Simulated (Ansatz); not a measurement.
# A defect in a wire: Al wire along [110], 3 atoms a period, Ti in place of one Al, part 2 of 4

What does the defect do to the conductance?

Ansatz 0.2.0; DFT PBE, plane waves, PAW; relaxation of a wire's period (the session's first sound run).

So far. Step 2 (Relaxation of atoms and period): The cell's length comes to 2.501 Å with spin left out. That is -12 % against the start, more than a small adjustment.

### Step 3. The perfect wire

This step: DFT PBE, plane waves, PAW; channels and complex bands of a perfect wire (Ansatz 0.2.0).

At the relaxed period the Bloch states of the perfect wire are found at each energy: those that move forward count the open channels, and those that decay describe how a disturbance dies away inside the wire itself. An energy step of 0.035 eV is under the 0.039 eV that the program asks for its thermal average at 300 K.

input.yaml

```yaml
crystal:
  lattice:
    - [8.82, 0.0, 0.0]
    - [0.0, 9.657, 0.0]
    - [0.0, 0.0, 2.5005734463]
  atoms:
    - { symbol: Al, position: [0.38056872, 0.352254387, 0.0] }
    - { symbol: Al, position: [0.624350088, 0.499985057, 0.5] }
    - { symbol: Al, position: [0.38056872, 0.647715727, 0.0] }
kpoints:
  mp_grid: { grid: [1, 1, 32] }
scf:
  occupations: { method: fermi_dirac, width: 0.05 }
hamiltonian:
  xc: pbe
output:
  transmission:
    e_range: [-1.26, 1.26]
    de: 0.035
    kmesh: [1, 1]
    reduced_basis: true
    leads: [[0, 0]]
basis:
  ecutwfc: "350 eV"
```

Command:

```console
> ansatz run input.yaml --threads 4 --pin off --max-ram 16384MiB --backend cpu --events-out ev --progress --plain --runs-dir out
```

Numbers of over 12 decimals in the logs are rounded to 6 here.

What it wrote:

```text
Warning: basis.ecutwfc = 350 eV is below the records' recommended 420 eV, and the density's cutoff is lower with it unless basis.ecutrho_ratio is high enough to keep the records' density cutoff: compare with a run at a higher cutoff
[...]
Crystal: 3 atoms, lattice volume = 212.986 Å³
Basis set: ecut = 350 eV, 3161 PW (Γ)
Bands: 9, of which v1, the nominal top of the filled ones, is band 5 counted from 1 (4 counted from 0)
Symmetry: 4 space group operations
[...]
k-points: 17 of 32
[...]
SCF iter   1: F=—  HF=-1609.849524 eV  |F-HF|=—  |Δ(HF+E_count)|=         —  Δρ=1.61e-3  dr2=1.95e-2  ethr=1.77e-3  ⟨swp⟩=8.3  Hψ=1517  notcnv=0
[...]
SCF iter   6: F=-1609.848694 eV  HF=-1609.848694 eV  |F-HF|=2.04e-8  |Δ(HF+E_count)|=   9.22e-8  Δρ=2.34e-6  dr2=5.16e-8  ethr=1.11e-9  ⟨swp⟩=4.2  Hψ=748  notcnv=0
SCF 1 converged in 6 iterations: F = -1609.848694 eV  dr2 = 5.16e-8
[...]
transmission: 3 of 18 steps passed
transmission: 6 of 18 steps passed
[...]
transmission: 18 of 18 steps passed
SCF converged after 6 iterations
Free energy (F): -1609.848694 eV
[...]
Internal energy: -1609.834023 eV  (E = F + TS)
E sigma→0 (E₀):  -1609.841359 eV
Entropy (-TS):   -0.014671 eV (-4.890 meV/atom)
Fermi energy:    -1.529019 eV
[...]
--- Band table (eV; the first three rows and the last of 17) ---
[...]
--- Transmission ---
  basis      : 619 plane waves across, 3 finite elements along
  points     : 1, standing for a mesh of 1 x 1
  filling    : by the input's occupations and mesh, since the crystals that have channels conduct as metals do. If one of these is a semiconductor, that mesh has misplaced its level
  energies   : 73 from -1.260000 to 1.260000 eV about the Fermi level, 0.035000 eV apart; the leads are filled to 0.000000 eV, and channels, transmission and decay are at 0.000000 eV
  crystal 0  : Al3, at the sites [0, 0], period 2.5006 Å: whole cells are its period
    offset         : up to 0.0000 Å between an atom of the period and one for which it stands
    filled         : 12.2 meV over the level at which it is neutral
    channels       : 5.000000e0 a spin
    conductance    : 4.5483e14 S/m² at 300 K; may be off by some 0.0 % by where its bands' edges are placed, 0.0 % from the distance to neutral
```

Wall time 20 s (4 threads of Arm Neoverse V1, shared host); peak memory 0.59 GiB.

Numbers from this step:

```yaml
energy_at_zero_smearing: -1609.8414 eV
channels_at_the_energy_nearest_the_fermi_level_one_spin: 5
conductance_of_the_lead_as_this_run_defines_it: 5.000 G₀
band_gap: 0 eV
```

Open channels of the lead, one spin against energy, zero at the Fermi level:

| energy (eV) | open channels of the lead, one spin |
| --- | --- |
| -1.190 | 2 |
| -1.085 | 2 |
| -1.015 | 3 |
| -0.910 | 3 |
| -0.805 | 4 |
| -0.700 | 3 |
| -0.595 | 3 |
| -0.490 | 3 |
| -0.385 | 3 |
| -0.315 | 3 |
| -0.210 | 5 |
| -0.105 | 5 |
| 0.000 | 5 |
| 0.105 | 5 |
| 0.210 | 5 |
| 0.315 | 5 |
| 0.385 | 5 |
| 0.490 | 4 |
| 0.595 | 4 |
| 0.700 | 4 |
| 0.805 | 2 |
| 0.910 | 2 |
| 1.015 | 2 |
| 1.085 | 2 |
| 1.190 | 4 |

The slowest values at each energy, most degenerate partners merged, listed up to 1.5 1/Å. Table of Im kz of the slowest decaying states by energy, zero at the Fermi level:

| energy (eV) | decay 1 (Å⁻¹) | decay 2 (Å⁻¹) | decay 3 (Å⁻¹) | decay 4 (Å⁻¹) |
| --- | --- | --- | --- | --- |
| -1.26 | 0.0771 | 0.231 | 0.349 | 1.03 |
| -1.16 | 0.0808 | 0.153 | 0.303 | 1.02 |
| -1.05 | 0.0824 | 0.249 | 1.00 | 1.01 |
| -0.94 | 0.0820 | 0.180 | 0.986 | 0.999 |
| -0.84 | 0.0515 | 0.0797 | 0.970 | 0.985 |
| -0.77 | 0.0771 | 0.960 | 0.975 | 1.02 |
| -0.67 | 0.0420 | 0.0712 | 0.945 | 0.960 |
| -0.56 | 0.0624 | 0.0648 | 0.929 | 0.945 |
| -0.46 | 0.0493 | 0.0792 | 0.913 | 0.930 |
| -0.35 | 0.0259 | 0.0895 | 0.896 | 0.914 |
| -0.24 | 0.0970 | 0.880 | 0.899 | 0.953 |
| -0.14 | 0.102 | 0.863 | 0.883 | 0.938 |
| -0.04 | 0.106 | 0.845 | 0.866 | 0.923 |
| 0.00 | 0.107 | 0.839 | 0.861 | 0.918 |
| 0.04 | 0.108 | 0.833 | 0.855 | 0.913 |
| 0.14 | 0.109 | 0.815 | 0.838 | 0.897 |
| 0.24 | 0.108 | 0.797 | 0.821 | 0.881 |
| 0.35 | 0.107 | 0.778 | 0.803 | 0.865 |
| 0.46 | 0.0232 | 0.104 | 0.759 | 0.785 |
| 0.56 | 0.0379 | 0.0991 | 0.739 | 0.766 |
| 0.67 | 0.0441 | 0.0928 | 0.719 | 0.747 |
| 0.77 | 0.0456 | 0.0845 | 0.698 | 0.728 |
| 0.84 | 0.0202 | 0.0445 | 0.0775 | 0.683 |
| 0.94 | 0.0311 | 0.0392 | 0.0639 | 0.661 |
| 1.05 | 0.0278 | 0.0330 | 0.0435 | 0.638 |
| 1.16 | 0.0278 | 0.614 | 0.651 | 0.728 |
| 1.26 | 0.590 | 0.628 | 0.708 | 0.810 |

By hand: the program gives 4.5483 × 10^14 S/m² over the cell's cross-section of 85.17 Å² = 8.517 × 10^-19 m², so one cell conducts 3.874 × 10^-4 S. Divided by G0 = 2e²/h = 7.748 × 10^-5 S this is 5.00 G0, a resistance of 2.58 kΩ.

At the computed energy nearest the Fermi level there are 5 channels a spin, and the thermal average gives 5.00 G₀.

### Step 4. Relaxing the junction

This step: DFT PBE, plane waves, PAW; relaxation of a junction in a wire, ends held (Ansatz 0.2.0).

System of this step: Al wire along [110], 3 atoms a period, Ti in place of one Al. The cell holds 27 atoms: 26 Al and 1 Ti. Cell: a = 8.820 Å, b = 9.657 Å, c = 22.505 Å, α = 90.0°, β = 90.0°, γ = 90.0°. Regions: held atoms, 18 atoms (18 Al); free atoms, 9 atoms (8 Al and 1 Ti). Vacuum lies along a and b. The structure's axis is c.

9 atoms at the defect are free to relax, while 18 stay where the perfect wire has them, so that the ends still repeat as a lead. The cutoff is set under the files' recommended one to save time.

input.yaml

```yaml
crystal:
  lattice:
    - [8.82, 0.0, 0.0]
    - [0.0, 9.657, 0.0]
    - [0.0, 0.0, 22.5051610169]
  atoms:
    - { symbol: Al, position: [0.38056872, 0.352254387, 0.0] }
    - { symbol: Al, position: [0.624350088, 0.499985057, 0.055555556] }
    - { symbol: Al, position: [0.38056872, 0.647715727, 0.0] }
    - { symbol: Al, position: [0.38056872, 0.352254387, 0.111111111] }
    - { symbol: Al, position: [0.624350088, 0.499985057, 0.166666667] }
    - { symbol: Al, position: [0.38056872, 0.647715727, 0.111111111] }
    - { symbol: Al, position: [0.38056872, 0.352254387, 0.222222222] }
    - { symbol: Al, position: [0.624350088, 0.499985057, 0.277777778] }
    - { symbol: Al, position: [0.38056872, 0.647715727, 0.222222222] }
    - { symbol: Al, position: [0.38056872, 0.352254387, 0.333333333] }
    - { symbol: Al, position: [0.624350088, 0.499985057, 0.388888889] }
    - { symbol: Al, position: [0.38056872, 0.647715727, 0.333333333] }
    - { symbol: Al, position: [0.38056872, 0.352254387, 0.444444444] }
    - { symbol: Ti, position: [0.624350088, 0.499985057, 0.5], spin: 2.0 }
    - { symbol: Al, position: [0.38056872, 0.647715727, 0.444444444] }
    - { symbol: Al, position: [0.38056872, 0.352254387, 0.555555556] }
    - { symbol: Al, position: [0.624350088, 0.499985057, 0.611111111] }
    - { symbol: Al, position: [0.38056872, 0.647715727, 0.555555556] }
    - { symbol: Al, position: [0.38056872, 0.352254387, 0.666666667] }
    - { symbol: Al, position: [0.624350088, 0.499985057, 0.722222222] }
    - { symbol: Al, position: [0.38056872, 0.647715727, 0.666666667] }
    - { symbol: Al, position: [0.38056872, 0.352254387, 0.777777778] }
    - { symbol: Al, position: [0.624350088, 0.499985057, 0.833333333] }
    - { symbol: Al, position: [0.38056872, 0.647715727, 0.777777778] }
    - { symbol: Al, position: [0.38056872, 0.352254387, 0.888888889] }
    - { symbol: Al, position: [0.624350088, 0.499985057, 0.944444444] }
    - { symbol: Al, position: [0.38056872, 0.647715727, 0.888888889] }
magnetization:
  spin_polarized: true
kpoints:
  mp_grid: { grid: [1, 1, 2] }
scf:
  occupations: { method: fermi_dirac, width: 0.1 }
hamiltonian:
  xc: pbe
relax:
  constraints:
    - { sites: [0, 1, 2, 3, 4, 5, 6, 7, 8, 18, 19, 20, 21, 22, 23, 24, 25, 26] }
  f_tol: 0.06
  max_steps: 35
basis:
  ecutwfc: "350 eV"
```

What it wrote:

```text
[...]
Warning: crystal.symmetry: narrowed to the stabiliser of the relax constraints — unitary ops 4 → 2; lowered at sites 9, 11, 18, 20 (the operations that carried what is held of a site onto what its image site leaves free; the constrained walk keeps no symmetry that its constraints do not admit)
[...]
Crystal: 27 atoms, lattice volume = 1916.871 Å³
Basis set: ecut = 350 eV, 28495 PW (Γ), exchange–correlation on 108×120×288 points (8 copies of the dense FFT grid, shifted against one another)
Bands: 73, of which v1, the nominal top of the filled ones, is band 45 counted from 1 (44 counted from 0)
Symmetry: 2 space group operations
k-points: 2
[...]
Starting moments: Σ|m| = 2 μB on 1 of 27 sites
[...]
SCF iter   1: F=—  HF=-16456.209963 eV  |F-HF|=—  |Δ(HF+E_count)|=         —  Δρ=1.02e-2 (↑1.02e-2 ↓1.02e-2)  dr2=2.55e1  dr2_m=1.86e-1  M=1.497 μB ∫|m|=2.327 μB  β_m=0.30  ethr=3.10e-3  ⟨swp⟩=9.5  Hψ=1803  notcnv=0
[...]
spin=Collinear: LDOS preconditioning applied to the charge; magnetization (m = ρ↑ − ρ↓) channel mixes plain (no charge-response kernel on spin).
SCF iter   2: F=—  HF=-16452.547003 eV  |F-HF|=—  |Δ(HF+E_count)|=    3.66e0  Δρ=7.19e-3 (↑7.19e-3 ↓7.05e-3)  dr2=1.05e1  dr2_m=1.18e-1  M=1.450 μB ∫|m|=2.389 μB  β_m=0.56  ethr=3.10e-3  ⟨swp⟩=3.0  Hψ=579  notcnv=0  defer=10
[...]
SCF iter  11: F=-16450.218676 eV  HF=-16450.218675 eV  |F-HF|=8.38e-7  |Δ(HF+E_count)|=   6.21e-6  Δρ=4.37e-6 (↑4.37e-6 ↓3.86e-6)  dr2=3.28e-7  dr2_m=2.57e-7  M=0.986 μB ∫|m|=1.752 μB  ethr=6.05e-9  ⟨swp⟩=1.0  Hψ=786  notcnv=0
SCF 1 converged in 11 iterations: F = -16450.218676 eV  dr2 = 3.28e-7
[...]
relax step   1: F+E_penalty+E_count = -16450.21867570 eV  Δ(F+E_penalty+E_count) = +0.000e0 eV  max|allowed force component| = 9.122e-1 eV/Å  Δτ_max = 0.0000 Å  (11 SCF iters, dr2 threshold 9.00e-5 eV, accepted)
[...]
Starting moments: Σ|m| = 2 μB on 1 of 27 sites; this step starts from the density that it was given
[...]
SCF iter  12: F=-16450.452687 eV  HF=-16450.452687 eV  |F-HF|=6.26e-9  |Δ(HF+E_count)|=   5.47e-7  Δρ=1.06e-6 (↑7.72e-7 ↓1.06e-6)  dr2=3.69e-8  dr2_m=1.10e-8  M=0.002 μB ∫|m|=0.004 μB  ethr=1.25e-10  ⟨swp⟩=1.0  Hψ=965  notcnv=0
WARN: the starting moments were not kept: the SCF closed with an absolute magnetisation of 3.5e-3 μB, where they sum to 2 μB in size (1 site). That is at most 0.1 of that sum. Measured as dr2_m measures the in/out step, that magnetisation stands 5.0e-7 eV from none, at or under the dr2_threshold of 5.2e-5 eV: it is no larger than a step whose dr2_m would equal this threshold. The system may hold no moment; this SCF s [...]
SCF 2 converged in 12 iterations: F = -16450.452687 eV  dr2 = 3.69e-8
relax step   2: F+E_penalty+E_count = -16450.45268652 eV  Δ(F+E_penalty+E_count) = -2.340e-1 eV  max|allowed force component| = 4.468e-1 eV/Å  Δτ_max = 0.1794 Å  (12 SCF iters, dr2 threshold 5.20e-5 eV, accepted)
[...]
SCF iter   8: F=-16450.611474 eV  HF=-16450.611474 eV  |F-HF|=1.92e-8  |Δ(HF+E_count)|=   1.33e-7  Δρ=1.19e-6 (↑7.07e-7 ↓1.19e-6)  dr2=6.30e-8  dr2_m=7.37e-9  M=-0.001 μB ∫|m|=0.001 μB  ethr=6.25e-10  ⟨swp⟩=1.0  Hψ=803  notcnv=0
the starting moments were not kept: the SCF closed with an absolute magnetisation of 1.4e-3 μB, where they sum to 2 μB in size (1 site). That is at most 0.1 of that sum. Measured as dr2_m measures the in/out step, that magnetisation stands 8.9e-8 eV from none, at or under the dr2_threshold of 1.2e-5 eV: it is no larger than a step whose dr2_m would equal this threshold.
SCF 3 converged in 8 iterations: F = -16450.611474 eV  dr2 = 6.30e-8
relax step   3: F+E_penalty+E_count = -16450.61147413 eV  Δ(F+E_penalty+E_count) = -1.588e-1 eV  max|allowed force component| = 1.841e-1 eV/Å  Δτ_max = 0.1964 Å  (8 SCF iters, dr2 threshold 1.25e-5 eV, accepted)
[...]
relax step   4: F+E_penalty+E_count = -16450.76739268 eV  Δ(F+E_penalty+E_count) = -1.559e-1 eV  max|allowed force component| = 1.954e-1 eV/Å  Δτ_max = 0.1951 Å  (9 SCF iters, dr2 threshold 5.75e-6 eV, accepted)
[...]
relax step   5: F+E_penalty+E_count = -16450.86153683 eV  Δ(F+E_penalty+E_count) = -9.414e-2 eV  max|allowed force component| = 1.270e-1 eV/Å  Δτ_max = 0.1975 Å  (9 SCF iters, dr2 threshold 6.48e-6 eV, accepted)
[...]
relax step   6: F+E_penalty+E_count = -16450.91741262 eV  Δ(F+E_penalty+E_count) = -5.588e-2 eV  max|allowed force component| = 1.160e-1 eV/Å  Δτ_max = 0.2000 Å  (9 SCF iters, dr2 threshold 6.82e-6 eV, accepted)
[...]
relax step   7: F+E_penalty+E_count = -16450.94496592 eV  Δ(F+E_penalty+E_count) = -2.755e-2 eV  max|allowed force component| = 9.632e-2 eV/Å  Δτ_max = 0.1923 Å  (9 SCF iters, dr2 threshold 5.68e-6 eV, accepted)
[...]
relax step   8: F+E_penalty+E_count = -16450.94960071 eV  Δ(F+E_penalty+E_count) = -4.635e-3 eV  max|allowed force component| = 7.077e-2 eV/Å  Δτ_max = 0.0734 Å  (7 SCF iters, dr2 threshold 6.40e-6 eV, accepted)
[...]
relax step   9: F+E_penalty+E_count = -16450.95015270 eV  Δ(F+E_penalty+E_count) = -5.520e-4 eV  max|allowed force component| = 6.484e-2 eV/Å  Δτ_max = 0.0353 Å  (9 SCF iters, accepted)
SCF iter   1: F=—  HF=-16450.950411 eV  |F-HF|=—  |Δ(HF+E_count)|=         —  Δρ=2.31e-4 (↑2.30e-4 ↓2.31e-4)  dr2=7.17e-4  dr2_m=8.18e-4  M=0.001 μB ∫|m|=0.005 μB  β_m=0.65  ethr=3.52e-6  ⟨swp⟩=2.0  Hψ=652  notcnv=0  defer=2
[...]
SCF iter   8: F=-16450.951061 eV  HF=-16450.951061 eV  |F-HF|=1.24e-10  |Δ(HF+E_count)|=  7.46e-10  Δρ=7.03e-8 (↑7.03e-8 ↓3.56e-8)  dr2=2.20e-10  dr2_m=2.41e-11  M=0.000 μB ∫|m|=0.000 μB  ethr=1.35e-12  ⟨swp⟩=1.0  Hψ=796  notcnv=0
[...]
SCF 10 converged in 8 iterations: F = -16450.951061 eV  dr2 = 2.20e-10
relax step  10: F+E_penalty+E_count = -16450.95106073 eV  Δ(F+E_penalty+E_count) = -9.080e-4 eV  max|allowed force component| = 2.607e-2 eV/Å  Δτ_max = 0.0134 Å  (8 SCF iters, accepted)
SCF converged after 8 iterations
Magnetization: 0.0000 μB (45.0000 up, 45.0000 down)
Absolute magnetization: 0.0001 μB (∫|ρ↑−ρ↓|, with the PAW one-centre terms)
[...]
Per-site moments (μB) at R_I (Å): [(-1.0133636170601205e-7, 1.031487), (1.4869280332614407e-8, 1.031487), (-1.0133636178238586e-7, 1.031487), (-4.400182243358455e-9, 1.031487), (1.983493986378386e-7, 1.031487), (-4.4001823017790255e-9, 1.031487), (1.0056350830892962e-6, 1.031487), (2.961259208698849e-7, 1.031487), (1.0056350830822023e-6, 1.031487), (-7.373358765683785e-8, 1.057877), (-3.2153307872807675e-8, 1.042592) [...]
Free energy (F): -16450.951061 eV
[...]
Internal energy: -16450.467079 eV  (E = F + TS)
E sigma→0 (E₀):  -16450.709070 eV
Entropy (-TS):   -0.483982 eV (-17.925 meV/atom)
Fermi energy:    -1.403411 eV
[...]
--- Forces (eV/Å), atoms counted from 1 ---
  atom   1  Al    -0.00107470    -0.06993086    -0.02613112
  atom   2  Al    -0.00496543     0.00000000     0.00336296
  atom   3  Al    -0.00107470     0.06993086    -0.02613112
  atom   4  Al     0.03941185    -0.14991110     0.00011702
  atom   5  Al    -0.07057143     0.00000000    -0.14393769
  atom   6  Al     0.03941185     0.14991110     0.00011702
  atom   7  Al     0.10964261    -0.15350027     0.19659531
  atom   8  Al    -0.24198217     0.00000000    -0.00774234
  atom   9  Al     0.10964261     0.15350027     0.19659531
  atom  10  Al     0.00061403     0.00017805    -0.00461507
  atom  11  Al     0.00403119     0.00000000     0.00369693
  atom  12  Al     0.00061403    -0.00017805    -0.00461507
  atom  13  Al    -0.01057789    -0.00740356    -0.01011208
  atom  14  Ti     0.00926674     0.00000000     0.02607438
  atom  15  Al    -0.01057789     0.00740356    -0.01011208
  atom  16  Al     0.00434919     0.00478771     0.00236023
  atom  17  Al    -0.00236287     0.00000000    -0.00481063
  atom  18  Al     0.00434919    -0.00478771     0.00236023
  atom  19  Al     0.02042995     0.33491582    -0.29961202
  atom  20  Al    -0.19600885     0.00000000     0.03051333
  atom  21  Al     0.02042995    -0.33491582    -0.29961202
  atom  22  Al     0.10185936    -0.13708304     0.07341281
  atom  23  Al    -0.04990540     0.00000000     0.10096097
  atom  24  Al     0.10185936     0.13708304     0.07341281
  atom  25  Al     0.03277466    -0.14995383     0.06875789
  atom  26  Al    -0.04237233     0.00000000    -0.00966451
  atom  27  Al     0.03277466     0.14995383     0.06875789
  max |Σ_I F_I| component: 1.24e-5 eV/Å
--- Relaxed structure (10 steps of the walk, 10 accepted, 0 SCFs on fresh bases) ---
  F+E_penalty+E_count = -16450.95106073 eV   max|allowed force component| = 2.607e-2 eV/Å
  atoms:
    - { symbol: Al, position: [0.38056872, 0.352254, 0.0] }
    - { symbol: Al, position: [0.624350088, 0.499985, 0.055556] }
    - { symbol: Al, position: [0.38056872, 0.647715727, 0.0] }
    - { symbol: Al, position: [0.38056872, 0.352254, 0.111111111] }
    - { symbol: Al, position: [0.624350088, 0.499985, 0.166667] }
    - { symbol: Al, position: [0.38056872, 0.647715727, 0.111111111] }
    - { symbol: Al, position: [0.38056872, 0.352254, 0.222222222] }
    - { symbol: Al, position: [0.624350088, 0.499985, 0.277777778] }
    - { symbol: Al, position: [0.38056872, 0.647715727, 0.222222222] }
    - { symbol: Al, position: [0.375491, 0.362784, 0.336976] }
    - { symbol: Al, position: [0.718151, 0.499985, 0.383898] }
    - { symbol: Al, position: [0.375491, 0.637186, 0.336976] }
    - { symbol: Al, position: [0.499982, 0.343768, 0.439633] }
    - { symbol: Ti, position: [0.682480, 0.499985, 0.500838] }
    - { symbol: Al, position: [0.499982, 0.656202, 0.439633] }
    - { symbol: Al, position: [0.499192, 0.347945, 0.563001] }
    - { symbol: Al, position: [0.725544, 0.499985, 0.617076] }
    - { symbol: Al, position: [0.499192, 0.652025, 0.563001] }
    - { symbol: Al, position: [0.38056872, 0.352254, 0.666667] }
    - { symbol: Al, position: [0.624350088, 0.499985, 0.722222] }
    - { symbol: Al, position: [0.38056872, 0.647715727, 0.666667] }
    - { symbol: Al, position: [0.38056872, 0.352254, 0.777778] }
    - { symbol: Al, position: [0.624350088, 0.499985, 0.833333] }
    - { symbol: Al, position: [0.38056872, 0.647715727, 0.777778] }
    - { symbol: Al, position: [0.38056872, 0.352254, 0.888889] }
    - { symbol: Al, position: [0.624350088, 0.499985, 0.944444444] }
    - { symbol: Al, position: [0.38056872, 0.647715727, 0.888889] }
```

It took 2.2 min on 4 threads; peak memory 2.5 GiB.

Step by step:

| step | energy less that of the first step (eV) | largest force component (eV/Å) |
| --- | --- | --- |
| 1 | 0.0000 | 0.9122 |
| 2 | -0.2340 | 0.4468 |
| 3 | -0.3928 | 0.1841 |
| 4 | -0.5487 | 0.1954 |
| 5 | -0.6429 | 0.1270 |
| 6 | -0.6987 | 0.1160 |
| 7 | -0.7263 | 0.0963 |
| 8 | -0.7309 | 0.0708 |
| 9 | -0.7315 | 0.0648 |
| 10 | -0.7324 | 0.0261 |

The atoms that moved most (Å):

| atom | dx | dy | dz | length |
| --- | --- | --- | --- | --- |
| Al13 | 1.053 | -0.082 | -0.108 | 1.062 |
| Al15 | 1.053 | 0.082 | -0.108 | 1.062 |
| Al16 | 1.046 | -0.042 | 0.168 | 1.060 |
| Al18 | 1.046 | 0.042 | 0.168 | 1.060 |
| Al17 | 0.893 | 0.000 | 0.134 | 0.903 |
| Al11 | 0.827 | 0.000 | -0.112 | 0.835 |
| Ti14 | 0.513 | 0.000 | 0.019 | 0.513 |
| Al12 | -0.045 | -0.102 | 0.082 | 0.138 |

This step gave:

* energy at zero smearing: -16450.7091 eV

The largest force component on a free atom ends at 0.026 eV/Å, under the limit of 0.06. Ti ends nearest to Al at 2.59 Å, Al at 2.59 Å, Al at 2.60 Å, Al at 2.60 Å, Al at 2.64 Å and Al at 2.65 Å. 6 atoms of the wire itself, hydrogen apart, moved by over 0.45 Å, up to 1.06 Å.

(Part 2 of 4 ends here.)

[Logs are printed without paths, hosts, clocks, repeated set-up lines and the standing remarks that a program may print on its own settings, such as how far it seeks lower states.]

[Hosts, paths, dates, database ids (printed as entryN), source tags and the programs' standing remarks are cut or masked in the printed files.]
